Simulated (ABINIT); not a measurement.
# MnO2 (P4_2/mnm) in ABINIT: single point with PBE

Aim: the single point of MnO2 with PBE.

Program: ABINIT 10.8.3 (patched build). These are calculated values, not measurements. Logs are shortened: lines on timing, memory, paths and dates and some standing lists are left out, and cuts for length are marked. The log counts tension as positive stress, the text compression.

## (1) The structure

It takes space group P4_2/mnm (No. 136, tetragonal). The conventional cell has a = 4.400 Å, b = 4.400 Å, c = 2.867 Å, α = 90.00°, β = 90.00°, γ = 90.00°. Mn (site symmetry mmm) is surrounded by 6 O at 1.88 to 1.90 Å. Around O (site symmetry m2m) lie 3 Mn at 1.88 to 1.90 Å.

The cell is a database's computed one.

## (2) Single point, PBE, collinear spin, ferromagnetic start

Contents of run.abi:

```
# Pseudopotentials
pp_dirpath "./"
pseudos "Mn.GGA_PBE-JTH.xml, O.GGA_PBE-JTH.xml"

# Structure
acell 3*1.0
rprim
     8.3155857245     0.0000000000     0.0000000000
     0.0000000000     8.3155857245     0.0000000000
     0.0000000000     0.0000000000     5.4179920846
ntypat 2
znucl 25 8
natom 6
typat 1 1 2 2 2 2
xred
     0.5000000000     0.5000000000     0.5000000000
     0.0000000000     0.0000000000     0.0000000000
     0.8049161500     0.1950838500     0.5000000000
     0.6950838500     0.6950838500     0.0000000000
     0.1950838500     0.8049161500     0.5000000000
     0.3049161500     0.3049161500     0.0000000000

# Plane-wave basis
ecut 26.0
pawecutdg 48.0
pawxcdev 0

# k points
kptopt 1
ngkpt 6 6 9
nshiftk 1
shiftk 0.0 0.0 0.0

# Exchange and correlation
ixc 11

# Bands and occupations
nband 35
occopt 3
tsmear 0.05 eV

# Spin
nsppol 2
spinat
     0.0000000000     0.0000000000     5.0000000000
     0.0000000000     0.0000000000     5.0000000000
     0.0000000000     0.0000000000     0.0000000000
     0.0000000000     0.0000000000     0.0000000000
     0.0000000000     0.0000000000     0.0000000000
     0.0000000000     0.0000000000     0.0000000000

# SCF cycle
nstep 100
tolvrs 1.0e-9

# Output
iomode 3
prtwf 0
prtden 0
prteig 0
prtebands 0
```

Potentials or basis: JTH PAW PBE v2.0.

On the command line:

```
$ mpirun --bind-to none -np 4 abinit run.abi > log 2>&1
```

run.abo:

```text
.Version 10.8.3 of ABINIT
 Symmetries : space group P4_2/m n m (#136); Bravais tP (primitive tetrag.)
================================================================================
 Values of the parameters that define the memory need of the present run
     intxc =       0    ionmov =       0      iscf =      17    lmnmax =      18
     lnmax =       6     mgfft =      40  mpssoang =       3    mqgrid =    3001
     natom =       6  nloc_mem =       2    nspden =       2   nspinor =       1
    nsppol =       2      nsym =      16    n1xccc =       1    ntypat =       2
    occopt =       3   xclevel =       2
       mpw =        2412          nfft =       43200          nkpt =          50
Pmy_natom=         2
 PAW method is used; the additional fine FFT grid is defined by:
   mgfftf=        54    nfftf =    104976
================================================================================
================================================================================

--------------------------------------------------------------------------------
------------- Echo of variables that govern the present computation ------------
--------------------------------------------------------------------------------
 -outvars: echo values of preprocessed input variables --------
            acell      1.0000000000E+00  1.0000000000E+00  1.0000000000E+00 Bohr
              amu      5.49380500E+01  1.59994000E+01
             ecut      2.60000000E+01 Hartree
              ixc          11
         kptrlatt        6    0    0      0    6    0      0    0    9
          kptrlen      4.87619288E+01
            natom           6
            nband          35
            ngfft          40      40      27
          ngfftdg          54      54      36
             nkpt          50
           nspden           2
           nsppol           2
            nstep         100
             nsym          16
           ntypat           2
           occopt           3
        pawecutdg      4.80000000E+01 Hartree
         pawxcdev           0
           prtden           0
        prtebands           0
           prteig           0
            prtwf           0
            rprim      8.3155857245E+00  0.0000000000E+00  0.0000000000E+00
                       0.0000000000E+00  8.3155857245E+00  0.0000000000E+00
                       0.0000000000E+00  0.0000000000E+00  5.4179920846E+00
          spgroup         136
           spinat      0.0000000000E+00  0.0000000000E+00  5.0000000000E+00
                       0.0000000000E+00  0.0000000000E+00  5.0000000000E+00
                       0.0000000000E+00  0.0000000000E+00  0.0000000000E+00
                       0.0000000000E+00  0.0000000000E+00  0.0000000000E+00
                       0.0000000000E+00  0.0000000000E+00  0.0000000000E+00
                       0.0000000000E+00  0.0000000000E+00  0.0000000000E+00
           tolvrs      1.00000000E-09
           tsmear      1.83746611E-03 Hartree
            typat      1  1  2  2  2  2
           useylm           1
           xangst      2.2002092289E+00  2.2002092289E+00  1.4335389690E+00
                       0.0000000000E+00  0.0000000000E+00  0.0000000000E+00
                       3.5419678834E+00  8.5845057435E-01  1.4335389690E+00
                       3.0586598032E+00  3.0586598032E+00  0.0000000000E+00
                       8.5845057435E-01  3.5419678834E+00  1.4335389690E+00
                       1.3417586545E+00  1.3417586545E+00  0.0000000000E+00
            xcart      4.1577928622E+00  4.1577928622E+00  2.7089960423E+00
                       0.0000000000E+00  0.0000000000E+00  0.0000000000E+00
                       6.6933492464E+00  1.6222364781E+00  2.7089960423E+00
                       5.7800293404E+00  5.7800293404E+00  0.0000000000E+00
                       1.6222364781E+00  6.6933492464E+00  2.7089960423E+00
                       2.5355563841E+00  2.5355563841E+00  0.0000000000E+00
             xred      5.0000000000E-01  5.0000000000E-01  5.0000000000E-01
                       0.0000000000E+00  0.0000000000E+00  0.0000000000E+00
                       8.0491615000E-01  1.9508385000E-01  5.0000000000E-01
                       6.9508385000E-01  6.9508385000E-01  0.0000000000E+00
                       1.9508385000E-01  8.0491615000E-01  5.0000000000E-01
                       3.0491615000E-01  3.0491615000E-01  0.0000000000E+00
            znucl       25.00000    8.00000

================================================================================

 chkinp: Checking input parameters for consistency.

================================================================================
[... 165 lines left out ...]
    1      0.00000000000000     0.00000000000000    -0.00000000000000
    2      0.00000000000000     0.00000000000000    -0.00000000000000
    3     -0.00045698544594     0.00045698544594    -0.00000000000000
    4      0.00045698544594     0.00045698544594    -0.00000000000000
    5      0.00045698544594    -0.00045698544594    -0.00000000000000
    6     -0.00045698544594    -0.00045698544594    -0.00000000000000
 frms,max,avg= 3.0465696E-04 4.5698545E-04   0.000E+00  0.000E+00  0.000E+00 h/b

 cartesian forces (eV/Angstrom) at end:
    1      0.00000000000000     0.00000000000000    -0.00000000000000
    2      0.00000000000000     0.00000000000000    -0.00000000000000
    3     -0.02349913645257     0.02349913645257    -0.00000000000000
    4      0.02349913645257     0.02349913645257    -0.00000000000000
    5      0.02349913645257    -0.02349913645257    -0.00000000000000
    6     -0.02349913645257    -0.02349913645257    -0.00000000000000
 frms,max,avg= 1.5666091E-02 2.3499136E-02   0.000E+00  0.000E+00  0.000E+00 e/A
 length scales=  1.000000000000  1.000000000000  1.000000000000 bohr
              =  0.529177210544  0.529177210544  0.529177210544 angstroms
 Fermi (or HOMO) energy (hartree) =   0.21597   Average Vxc (hartree)=  -0.42938
 Magnetization (Bohr magneton)=  5.99121550E+00
 Total spin up =  2.99956078E+01   Total spin down =  2.40043922E+01
 Eigenvalues (hartree) for nkpt=  50  k points, SPIN UP:
 kpt#   1, nband= 35, wtk=  0.00309, kpt=  0.0000  0.0000  0.0000 (reduced coord)
  -2.79944   -2.79933   -1.65048   -1.65020   -1.64816   -1.64816   -1.64522   -1.64522
  -0.52564   -0.45722   -0.44240   -0.44240   -0.08432   -0.05955   -0.03635   -0.00376
  -0.00376    0.06112    0.06112    0.08250    0.10962    0.11434    0.11939    0.11939
   0.12526    0.15010    0.16691    0.16691    0.18721    0.20858    0.20898    0.31550
   0.31550    0.34258    0.49338
      occupation numbers for kpt#   1
   1.00000    1.00000    1.00000    1.00000    1.00000    1.00000    1.00000    1.00000
   1.00000    1.00000    1.00000    1.00000    1.00000    1.00000    1.00000    1.00000
   1.00000    1.00000    1.00000    1.00000    1.00000    1.00000    1.00000    1.00000
   1.00000    1.00000    1.00000    1.00000    1.00000    0.98242    0.97821    0.00000
   0.00000    0.00000    0.00000
 prteigrs : prtvol=0 or 1, do not print more k-points.

 Eigenvalues (hartree) for nkpt=  50  k points, SPIN DOWN:
 kpt#   1, nband= 35, wtk=  0.00309, kpt=  0.0000  0.0000  0.0000 (reduced coord)
  -2.68674   -2.68661   -1.54088   -1.54053   -1.53832   -1.53832   -1.53498   -1.53498
  -0.51718   -0.44855   -0.43452   -0.43452   -0.06404   -0.02954   -0.00151    0.02310
   0.02310    0.07152    0.07152    0.08637    0.15187    0.17769    0.17769    0.19903
   0.21801    0.22951    0.23499    0.23499    0.24229    0.27948    0.31447    0.36235
   0.36235    0.40012    0.50962
      occupation numbers for kpt#   1
   1.00000    1.00000    1.00000    1.00000    1.00000    1.00000    1.00000    1.00000
   1.00000    1.00000    1.00000    1.00000    1.00000    1.00000    1.00000    1.00000
   1.00000    1.00000    1.00000    1.00000    1.00000    1.00000    1.00000    0.99990
   0.24807    0.00063    0.00003    0.00003    0.00000    0.00000    0.00000    0.00000
   0.00000    0.00000    0.00000
 prteigrs : prtvol=0 or 1, do not print more k-points.

--- !EnergyTerms
iteration_state     : {dtset: 1, }
comment             : Components of total free energy in Hartree
kinetic             :  5.55918573827196E+01
hartree             :  6.74770016792194E+01
xc                  : -1.93062751808953E+01
Ewald energy        : -1.82970215272589E+02
psp_core            :  1.12497333653306E+01
local_psp           : -1.94239318424242E+02
PAW spherical_terms : -1.20928186645774E+01
internal            : -2.74290035115033E+02
'-kT*entropy'       : -1.24041701163142E-04
total_energy        : -2.74290159156735E+02
total_energy_eV     : -7.46381546428551E+03
...

--- !EnergyTermsDC
iteration_state     : {dtset: 1, }
comment             : '"Double-counting" decomposition of free energy'
band_energy         : -3.16071554046283E+01
Ewald energy        : -1.82970215272589E+02
psp_core            :  1.12497333653306E+01
xc_dc               : -6.16737705979609E+01
PAW spherical_terms : -9.28862411351233E+00
internal            : -2.74290032023360E+02
'-kT*entropy'       : -1.24041701163142E-04
total_energy_dc     : -2.74290156065061E+02
total_energy_dc_eV  : -7.46381538015678E+03
...

--- !EnergyTermsWithPAWCore
iteration_state     : {dtset: 1, }
comment             : 'Components of total free energy, including PAW core contributions'
Total energy        : -2.61837805712356E+03
Total energy DC     : -2.61837805403189E+03
Total energy (eV)   : -7.12496966503905E+04
Total energy DC (eV): -7.12496965662618E+04
...

 Cartesian components of stress tensor (hartree/bohr^3)
  sigma(1 1)= -2.30101673E-04  sigma(3 2)=  0.00000000E+00
  sigma(2 2)= -2.30101673E-04  sigma(3 1)=  0.00000000E+00
  sigma(3 3)= -2.12643126E-04  sigma(2 1)=  0.00000000E+00

-Cartesian components of stress tensor (GPa)         [Pressure=  6.5986E+00 GPa]
- sigma(1 1)= -6.76982494E+00  sigma(3 2)=  0.00000000E+00
- sigma(2 2)= -6.76982494E+00  sigma(3 1)=  0.00000000E+00
- sigma(3 3)= -6.25617675E+00  sigma(2 1)=  0.00000000E+00

== END DATASET(S) ==============================================================
================================================================================

 -outvars: echo values of variables after computation  --------
            acell      1.0000000000E+00  1.0000000000E+00  1.0000000000E+00 Bohr
           etotal     -2.7429015607E+02
            fcart      1.8070036208E-20  1.8070036208E-20 -0.0000000000E+00
                       1.8070036208E-20  1.8070036208E-20 -0.0000000000E+00
                      -4.5698544594E-04  4.5698544594E-04 -0.0000000000E+00
                       4.5698544594E-04  4.5698544594E-04 -0.0000000000E+00
                       4.5698544594E-04 -4.5698544594E-04 -0.0000000000E+00
                      -4.5698544594E-04 -4.5698544594E-04 -0.0000000000E+00
            rprim      8.3155857245E+00  0.0000000000E+00  0.0000000000E+00
                       0.0000000000E+00  8.3155857245E+00  0.0000000000E+00
                       0.0000000000E+00  0.0000000000E+00  5.4179920846E+00
           strten     -2.3010167283E-04 -2.3010167283E-04 -2.1264312573E-04
                       0.0000000000E+00  0.0000000000E+00  0.0000000000E+00
           xangst      2.2002092289E+00  2.2002092289E+00  1.4335389690E+00
                       0.0000000000E+00  0.0000000000E+00  0.0000000000E+00
                       3.5419678834E+00  8.5845057435E-01  1.4335389690E+00
                       3.0586598032E+00  3.0586598032E+00  0.0000000000E+00
                       8.5845057435E-01  3.5419678834E+00  1.4335389690E+00
                       1.3417586545E+00  1.3417586545E+00  0.0000000000E+00
             xred      5.0000000000E-01  5.0000000000E-01  5.0000000000E-01
                       0.0000000000E+00  0.0000000000E+00  0.0000000000E+00
                       8.0491615000E-01  1.9508385000E-01  5.0000000000E-01
                       6.9508385000E-01  6.9508385000E-01  0.0000000000E+00
                       1.9508385000E-01  8.0491615000E-01  5.0000000000E-01
                       3.0491615000E-01  3.0491615000E-01  0.0000000000E+00
 Calculation completed.
```

Run time: 2.1 min. Hardware: 4 MPI ranks of Arm Neoverse V1, shared host; peak memory 0.76 GiB.

Results:

| Item | Value |
| --- | --- |
| Free energy | -7463.8154 eV |
| Pressure | 6.6 GPa |
| Largest force | 0.033 eV/Å |
| Band gap on the k mesh | none (metal or under the smearing width) |
| Net moment | 5.99 μB per cell |
| Site moments | Mn +2.66; O +0.09 μB |
| Valence electrons inside the program's atomic spheres | Mn 13.26; O 4.58 |

Forces in eV/Å, atoms in the order of the input:
```
Mn   0.000  0.000  0.000
Mn   0.000  0.000  0.000
O   -0.023  0.023  0.000
O    0.023  0.023  0.000
O    0.023 -0.023  0.000
O   -0.023 -0.023  0.000
```

Caveat: semilocal functionals often make such compounds metallic where correlation or magnetic order opens a gap, which also shifts bond lengths; only a ferromagnetic start was run, and an antiferromagnetic order may lie lower in energy. With open d or f shells a metallic result of PBE can be an artefact of self-interaction; +U or a hybrid may open a gap.
